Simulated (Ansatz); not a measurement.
# What a trial cell of Nb relaxes into

Computed with Ansatz 0.2.0, DFT PBE, scalar-relativistic, plane waves, PAW. Cutoff 420 eV, Γ-centred k mesh, Gaussian smearing, no spin polarisation in the final step.

The start puts Nb on the sites of a reported N cell (P2_13, No. 198), at a guessed volume.

```yaml
crystal:
  lattice:
    - [4.39434, 0.00000, 0.00000]
    - [0.00000, 4.39434, 0.00000]
    - [0.00000, 0.00000, 4.39434]
  atoms:
    - { symbol: Nb, position: [0.03000, 0.03000, 0.03000] }
    - { symbol: Nb, position: [0.47000, 0.97000, 0.53000] }
    - { symbol: Nb, position: [0.53000, 0.47000, 0.97000] }
    - { symbol: Nb, position: [0.97000, 0.53000, 0.47000] }
```

Cell and atoms relax at zero pressure; the relaxation can't lower the symmetry of the start. After a coarse first stage the cell is made exact in the group found at 0.06 Å.

Energies count from the standard state of Nb at the same level.

Q: Which crystal results?

A: It ends in Fm-3m (No. 225). The result has the fcc structure. Conventional cell: a = 4.218 Å. Nb is coordinated by 12 Nb at 2.98 Å.

```cif
data_structure
_symmetry_space_group_name_H-M 'Fm-3m'
_symmetry_Int_Tables_number 225
_cell_length_a 4.2185
_cell_length_b 4.2185
_cell_length_c 4.2185
_cell_angle_alpha 90.000
_cell_angle_beta 90.000
_cell_angle_gamma 90.000
_cell_volume 75.07
loop_
_atom_site_label
_atom_site_type_symbol
_atom_site_symmetry_multiplicity
_atom_site_Wyckoff_symbol
_atom_site_fract_x
_atom_site_fract_y
_atom_site_fract_z
_atom_site_occupancy
Nb1 Nb 4 a 0.00000 0.00000 0.00000 1
```

Q: What are its volume, energy, density and gap?

A: The volume per atom is 18.77 Å³. The density is 8.22 g/cm³. The energy over the standard structure is 0.32 eV/atom and the gap on the 22×22×22 mesh is 0 eV (a metal).

The final run used a 22×22×22 mesh on its 1-atom cell and 0.10 eV smearing. For metals, differences of a few meV/atom aren't resolved. A structure relaxed within its symmetry needn't be a true minimum. The steps took about 18 core-seconds in all.